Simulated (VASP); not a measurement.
Write the native input for VASP 6.6.1 that does the following.

* Task: density of states
* Functional: PBE
* Potentials or basis: VASP PAW PBE potentials, release 64 (Zn, Sn_d, N)
* Cutoff: 520 eV
* k mesh: 10 × 10 × 10
* Occupations: gaussian, width 0.1 eV
* Spin: no spin polarisation
* k mesh for the DOS: 15 × 15 × 15
* Occupations for the DOS: tetrahedron
* Further INCAR settings: ALGO = Normal; EDIFF = 1e-07; NBANDS = 46

The system is ZnSnN2.

```
CELL_PARAMETERS angstrom
-2.40194 2.40194 4.83652
2.40194 -2.40194 4.83652
2.40194 2.40194 -4.83652
ATOMIC_POSITIONS crystal
Zn 0.75000 0.25000 0.50000
Zn 0.00000 0.00000 0.00000
Sn 0.25000 0.75000 0.50000
Sn 0.50000 0.50000 0.00000
N 0.87500 0.37185 0.99686
N 0.62814 0.62500 0.50314
N 0.37500 0.87814 0.00314
N 0.12186 0.12500 0.49685
```

The cell was built by a generator and needn't be a form met in nature.

The input as run:

POSCAR

```
ZnSnN2
1.0
   -2.4019400000      2.4019400000      4.8365200000
    2.4019400000     -2.4019400000      4.8365200000
    2.4019400000      2.4019400000     -4.8365200000
Zn Sn N
2 2 4
Direct
    0.7500000000      0.2500000000      0.5000000000
    0.0000000000      0.0000000000      0.0000000000
    0.2500000000      0.7500000000      0.5000000000
    0.5000000000      0.5000000000      0.0000000000
    0.8750000000      0.3718550000      0.9968550000
    0.6281450000      0.6250000000      0.5031450000
    0.3750000000      0.8781450000      0.0031450000
    0.1218550000      0.1250000000      0.4968550000
```

INCAR.step1

```
PREC = Accurate ; ENCUT = 520
EDIFF = 1E-7 ; ISMEAR = 0
SIGMA = 0.1 ; LREAL = False
LASPH = True ; NELM = 80
ALGO = Normal ; ISIF = 2
LWAVE = False ; LCHARG = True
GGA = PE ; NBANDS = 46
KPAR = 4
```

KPOINTS.step1

```
regular mesh
0
Gamma
  10 10 10
```

INCAR.step2

```
PREC = Accurate ; ENCUT = 520
EDIFF = 1E-7 ; ISMEAR = -5
SIGMA = 0.1 ; LREAL = False
LASPH = True ; NELM = 80
ALGO = Normal ; ISIF = 2
LWAVE = False ; LCHARG = False
GGA = PE ; LORBIT = 10
NBANDS = 46 ; KPAR = 4
NEDOS = 1001 ; ICHARG = 11
```

KPOINTS.step2

```
regular mesh
0
Gamma
  15 15 15
```

Potentials or basis: VASP PAW PBE potentials, release 64 (Zn, Sn_d, N).

Run with:

```bash
$ cat potpaw_PBE.64/Zn/POTCAR potpaw_PBE.64/Sn_d/POTCAR potpaw_PBE.64/N/POTCAR > POTCAR
$ cp INCAR.step1 INCAR
$ cp KPOINTS.step1 KPOINTS
$ mpirun -np 4 vasp_std > vasp.out
$ cp INCAR.step2 INCAR
$ cp KPOINTS.step2 KPOINTS
$ mpirun -np 4 vasp_std > vasp.out
```

It gave:

```json
{
 "Valence electrons inside the program's atomic spheres": "Zn 10.82; Sn 12.45; N 3.66"
}
```

Wall time 6.8 min on 4 MPI ranks on AMD EPYC 9R45 96-Core Processor (Zen 5) (shared host), peak memory 1.2 GiB a rank.
